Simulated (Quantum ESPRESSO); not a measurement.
Write the native input for Quantum ESPRESSO 7.5 that does the following.

| Item | Value |
| --- | --- |
| Task | single point |
| Functional | PBE |
| Potentials or basis | SSSP 1.3 efficiency PBE |
| Cutoff | 748 eV |
| Density cutoff | 5987 eV |
| k mesh | 10 × 10 × 10 |
| Occupations | fermi-dirac, width 0.05 eV |
| Spin | collinear spin, ferromagnetic start |
| Starting moments | [6.5] μB |
| Mixing beta | 0.3 |
| Most SCF iterations | 120 |
| SCF threshold | 2e-10 Ry |

The system is Sm.

```xyz
1
Lattice="-1.8173 1.8173 2.5610 1.8173 -1.8173 2.5610 1.8173 1.8173 -2.5610" Properties=species:S:1:pos:R:3 pbc="T T T"
Sm    0.0000    0.0000    0.0000
```

This isn't the form of Sm at room conditions, which is rhombohedral.

One way to write it, as run:

pw.in

```
&CONTROL
  calculation = 'scf'
  prefix = 'pwscf'
  outdir = './tmp'
  pseudo_dir = './pseudo'
  tprnfor = .true.
  tstress = .true.
  disk_io = 'nowf'
/
&SYSTEM
  ibrav = 0
  nat = 1
  ntyp = 1
  ecutwfc = 55
  ecutrho = 440
  nbnd = 17
  occupations = 'smearing'
  smearing = 'fd'
  degauss = 0.00367493
  nspin = 2
  starting_magnetization(1) = 0.4062
/
&ELECTRONS
  conv_thr = 2d-10
  electron_maxstep = 120
  mixing_beta = 0.3
/
ATOMIC_SPECIES
Sm   150.3600 Sm.paw.z_16.atompaw.wentzcovitch.v1.2.upf
CELL_PARAMETERS angstrom
  -1.8173030691    1.8173030691    2.5609871902
   1.8173030691   -1.8173030691    2.5609871902
   1.8173030691    1.8173030691   -2.5609871902
ATOMIC_POSITIONS crystal
Sm     0.0000000000    0.0000000000    0.0000000000
K_POINTS automatic
10 10 10 0 0 0
```

Potentials or basis: SSSP 1.3 efficiency PBE.

Launch:

```console
$ OMP_NUM_THREADS=1 pw.x -in pw.in > pw.out
```

It gave:

| Property | Result |
| --- | --- |
| Pressure | 2.6 GPa |
| Band gap on the k mesh | none (metal or under the smearing width) |
| Net moment | 6.53 μB per cell |
| Absolute moment | 6.53 μB per cell |
| Site moments | Sm +6.10 μB |
| Valence electrons inside the program's atomic spheres | Sm 14.66 |

Caveat: the magnetic or orbital state may not be the lowest; spin-orbit coupling is left out, which moves the levels of the heavy elements.

It took 5.5 min on 1 thread of Arm Neoverse V1, on a shared host, peak memory 0.46 GiB.
